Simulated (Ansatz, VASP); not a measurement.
# One calculation of CdS, two programs

```
Cd S
1.0
     0.00000    2.97370    2.97370
     2.97370    0.00000    2.97370
     2.97370    2.97370    0.00000
Cd S
1 1
Direct
  0.00000 0.00000 0.00000
  0.25000 0.25000 0.25000
```

Change from the starting cell: volume scaled by 1.06, ions relaxed.

Alike in both runs: functional PBE; k mesh 13 × 13 × 13; occupations fermi-dirac, width 0.02 eV; no spin polarisation.

Ansatz relaxed the structure, and its values are those at the end. VASP's run is a single point on that final structure, the one shown.

|  | VASP | Ansatz |
| --- | --- | --- |
| version | VASP 6.6.1 | Ansatz 0.2.0 |
| potentials or method | VASP PAW PBE potentials, release 64 (Cd, S) | plane-wave PAW, scalar-relativistic |
| plane-wave cutoff (eV) | 520 | 420 |
| valence electrons in the cell | 18 | 26 |

|  | VASP | Ansatz | Ansatz less VASP |
| --- | --- | --- | --- |
| gap on the k mesh at the Fermi level (eV) | 1.02 | 1.02 | -0.002 |
| pressure (GPa) | -0.3 | -0.5 | -0.28 |

The two sets of potentials don't hold the same shells in valence. Ansatz warned: «gradients_without_spin_orbit».

Caveats: an odd mesh through Γ misses points on the zone boundary, where band edges often lie.
